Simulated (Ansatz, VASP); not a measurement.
# Two plane-wave programs on BN

```
B N
1.0
     2.50712    0.00000    0.00000
    -1.25356    2.17123    0.00000
     0.00000    0.00000   45.84237
B N
4 4
Direct
  0.66667 0.33333 0.39114
  0.33333 0.66667 0.46384
  0.66667 0.33333 0.53616
  0.33333 0.66667 0.60886
  0.33333 0.66667 0.39110
  0.66667 0.33333 0.46384
  0.33333 0.66667 0.53616
  0.66667 0.33333 0.60890
```

Alike in both runs: functional PBE; dispersion D3(BJ); k mesh 12 × 12 × 1; occupations gaussian, width 0.02 eV; no spin polarisation.

Ansatz relaxed the structure, and its values are those at the end. VASP's run is a single point on that final structure, the one shown.

|  | VASP | Ansatz |
| --- | --- | --- |
| version | VASP 6.6.1 | Ansatz 0.2.0 |
| potentials or method | VASP PAW PBE potentials, release 64 (B, N) | scalar-relativistic, plane waves, PAW |
| plane-wave cutoff (eV) | 520 | 420 |
| valence electrons in the cell | 32 | 32 |

```tsv
	VASP	Ansatz	Ansatz less VASP
gap on the k mesh at the Fermi level (eV)	4.32	4.33	+0.007
least direct gap on the mesh (eV)	4.67	4.67	+0.003
```

The functional is the same, so the differences come from potentials, cutoffs and numerics.
